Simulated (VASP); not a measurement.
## Results of a VASP single-point calculation on InP (zincblende)

POSCAR

```
In P
 1.0000000000000000
     0.0000000000000000    2.9537876444616966    2.9537876444616966
     2.9537876444616966    0.0000000000000000    2.9537876444616966
     2.9537876444616966    2.9537876444616966    0.0000000000000000
 In  P
   1   1
Cartesian
  0.0000000000000000  0.0000000000000000 -0.0000000000000000
  1.4768938222308481  1.4768938222308481  1.4768938222308481
```

```json
{
  "gap between bands v and c": "1.35 eV",
  "least direct gap": "1.35 eV"
}
```

Band v is the last that the valence electrons fill when counted band by band, and c is the next. Levels in eV from the top of v:

```tsv
point	v−1	v	c	c+1
Γ	0.00	0.00	1.35	4.91
X	-2.45	-2.45	2.40	2.99
W	-3.12	-3.04	5.03	5.29
K	-3.48	-2.05	3.06	5.23
L	-1.02	-1.02	2.19	5.65
```

Question: Which of these levels of theory gave these results?
A. PBE0
B. PBE with spin–orbit coupling
C. PBEsol
D. PBE
E. LDA
F. r²SCAN
G. HSE06

Answer: G.

The INCAR was:

```
GGA = PE
LREAL = .FALSE.
SIGMA = 0.01
ENCUT = 520
HFSCREEN = 0.2079
ISIF = 2
LWAVE = .FALSE.
LASPH = .TRUE.
IBRION = -1
PREC = Accurate
ALGO = Normal
PRECFOCK = Fast
EDIFF = 1E-7
ISTART = 1
ISMEAR = 0
LCHARG = .FALSE.
AEXX = 0.25
LHFCALC = .TRUE.
NSW = 0
NELM = 120
NBANDS = 16
```
